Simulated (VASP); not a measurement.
# MgS (F-43m) in VASP: further runs, part 2 of 2

VASP 6.6.1.

## Step 4: Single point, LDA

This run uses another cell than the first one, of 22.67 Å³/atom, 1.036 times its volume.

File INCAR:

```
SYSTEM = MgS
PREC = Accurate ; ENCUT = 520
EDIFF = 1E-7 ; ISMEAR = 0
SIGMA = 0.1 ; LREAL = .FALSE.
LASPH = .TRUE. ; NELM = 100
ALGO = Fast ; ISIF = 2
LWAVE = .FALSE. ; LCHARG = .FALSE.
NBANDS = 11
```

File KPOINTS:

```
Automatic mesh
0
G
  6 6 6
  0 0 0
```

File POSCAR:

```
MgS
1.0
    0.0000000000      2.8300000000      2.8300000000
    2.8300000000      0.0000000000      2.8300000000
    2.8300000000      2.8300000000      0.0000000000
Mg S
1 1
Direct
    0.0000000000      0.0000000000      0.0000000000
    0.2500000000      0.2500000000      0.2500000000
```

Potentials or basis: VASP PAW LDA potentials, release 64 (Mg, S).

Command:

```
$ cat potpaw_LDA.64/Mg/POTCAR potpaw_LDA.64/S/POTCAR > POTCAR
$ mpirun -np 1 vasp_std > vasp.out
```

OUTCAR:

```text
SYSTEM = MgS
   PREC = Accurate
   ENCUT = 520
   EDIFF = 1E-7
   ISMEAR = 0
   LREAL = .FALSE.
   LASPH = .TRUE.
   NELM = 100
   ISIF = 2

 ion  position               nearest neighbor table
   1  0.000  0.000  0.000-   2 2.45   2 2.45   2 2.45   2 2.45
   2  0.250  0.250  0.250-   1 2.45   1 2.45   1 2.45   1 2.45

  LATTYP: Found a face centered cubic cell.
 ALAT       =     5.6600000000

  Lattice vectors:

 A1 = (   0.0000000000,   2.8300000000,   2.8300000000)
 A2 = (   2.8300000000,   0.0000000000,   2.8300000000)
 A3 = (   2.8300000000,   2.8300000000,   0.0000000000)

Analysis of symmetry for initial positions (statically):
=====================================================================
 Subroutine PRICEL returns:
 Original cell was already a primitive cell.

 Routine SETGRP: Setting up the symmetry group for a
 face centered cubic supercell.

 Subroutine GETGRP returns: Found 24 space group operations
 (whereof 24 operations were pure point group operations)
 out of a pool of 48 trial point group operations.

The static configuration has the point symmetry T_d .

Analysis of symmetry for dynamics (positions and initial velocities):
=====================================================================
[... 167 lines left out ...]
      7       8.6696      0.00000
      8       8.6696      0.00000
      9      11.6440      0.00000
     10      11.6440      0.00000
     11      14.2622      0.00000
[... 197 lines left out ...]
 k-point    16 :      -0.3333    0.5000    0.1667
  band No.  band energies     occupation
      1      -9.4037      2.00000
      2      -1.6751      2.00000
      3      -0.7020      2.00000
      4      -0.4007      2.00000
      5       5.6802      0.00000
      6       7.5496      0.00000
      7      10.0808      0.00000
      8      10.1082      0.00000
      9      13.1487      0.00000
     10      14.5463      0.00000
     11      14.7041      0.00000

------------------------ aborting loop because EDIFF is reached ----------------------------------------

  FORCE on cell =-STRESS in cart. coord.  units (eV):
  Direction    XX          YY          ZZ          XY          YZ          ZX
  --------------------------------------------------------------------------------------
  -------------------------------------------------------------------------------------
  Total       -0.6629611     -0.6629611     -0.6629611     -0.0000000      0.0000000      0.0000000
  in kB      -23.4319988    -23.4319988    -23.4319988     -0.0000000      0.0000000      0.0000000
  external PRESSURE =     -23.4319988 kB  Pullay stress =       0.0000000 kB

 VOLUME and BASIS-vectors are now :
 -----------------------------------------------------------------------------
  energy-cutoff  :      520.00
  volume of cell :       45.33
      direct lattice vectors                 reciprocal lattice vectors
     0.000000000  2.830000000  2.830000000    -0.176678445  0.176678445  0.176678445
     2.830000000  0.000000000  2.830000000     0.176678445 -0.176678445  0.176678445
     2.830000000  2.830000000  0.000000000     0.176678445  0.176678445 -0.176678445

 POSITION                                       TOTAL-FORCE (eV/Angst)
 -----------------------------------------------------------------------------------
      0.00000      0.00000      0.00000         0.000000     -0.000000     -0.000000
      1.41500      1.41500      1.41500        -0.000000      0.000000      0.000000
 -----------------------------------------------------------------------------------
    total drift:                                0.000000      0.000000      0.000000

  FREE ENERGIE OF THE ION-ELECTRON SYSTEM (eV)
  ---------------------------------------------------
  free  energy   TOTEN  =        -9.3797592544 eV

  energy  without entropy=       -9.3797592544  energy(sigma->0) =       -9.37975925
```

OSZICAR:

```text
N       E                     dE             d eps       ncg     rms          rms(c)
DAV:   1     0.226355409130E+02    0.22636E+02   -0.35225E+03   368   0.574E+02
DAV:   2    -0.818566887365E+01   -0.30821E+02   -0.29489E+02   454   0.971E+01
DAV:   3    -0.992595643466E+01   -0.17403E+01   -0.17379E+01   427   0.245E+01
DAV:   4    -0.994096672892E+01   -0.15010E-01   -0.15009E-01   413   0.277E+00
DAV:   5    -0.994115728915E+01   -0.19056E-03   -0.19056E-03   446   0.310E-01    0.403E+00
RMM:   6    -0.943432074978E+01    0.50684E+00   -0.52963E-01   356   0.305E+00    0.313E+00
RMM:   7    -0.938518298794E+01    0.49138E-01   -0.18343E-01   368   0.190E+00    0.208E+00
RMM:   8    -0.938285981842E+01    0.23232E-02   -0.31037E-02   374   0.961E-01    0.743E-01
RMM:   9    -0.937982766373E+01    0.30322E-02   -0.40597E-03   414   0.339E-01    0.328E-01
RMM:  10    -0.938043383384E+01   -0.60617E-03   -0.51278E-03   400   0.342E-01    0.495E-01
RMM:  11    -0.937976475437E+01    0.66908E-03   -0.10548E-03   388   0.164E-01    0.797E-02
RMM:  12    -0.937976407152E+01    0.68285E-06   -0.93347E-05   424   0.663E-02    0.376E-02
RMM:  13    -0.937976111514E+01    0.29564E-05   -0.14099E-05   422   0.245E-02    0.328E-02
RMM:  14    -0.937975922789E+01    0.18873E-05   -0.83269E-06   410   0.164E-02    0.348E-03
RMM:  15    -0.937975925444E+01   -0.26557E-07   -0.97731E-07   426   0.676E-03
   1 F= -.93797593E+01 E0= -.93797593E+01  d E =-.150127E-12
```

Wall time 8.2 s (1 thread of Intel Xeon Platinum 8488C (Sapphire Rapids), shared host); peak memory 0.13 GiB.

What came out:

```
Free energy            : -9.3798 eV
Pressure               : -2.3 GPa
Band gap on the k mesh : 3.20 eV, direct
```

## Step 5: Summary

| task | cell | k mesh | cutoff (eV) | smearing | gap on the mesh (eV) | pressure (GPa) |
| --- | --- | --- | --- | --- | --- | --- |
| single point | F-43m, 21.88 Å³/atom | 8 × 8 × 8 | 520 | gaussian 0.02 eV | 3.38 | -0.3 |
| relaxation of cell and atoms | relaxed | 8 × 8 × 8 | 600 | gaussian 0.02 eV | 3.40 | 0.0 |
| single point | F-43m, 22.67 Å³/atom | 6 × 6 × 6 | 520 | gaussian 0.1 eV | 3.20 | -2.3 |

Alike in all rows: level LDA; potentials or basis VASP PAW LDA potentials, release 64 (Mg, S); no spin polarisation.

Absolute energies hang on the potentials; compare differences alone.
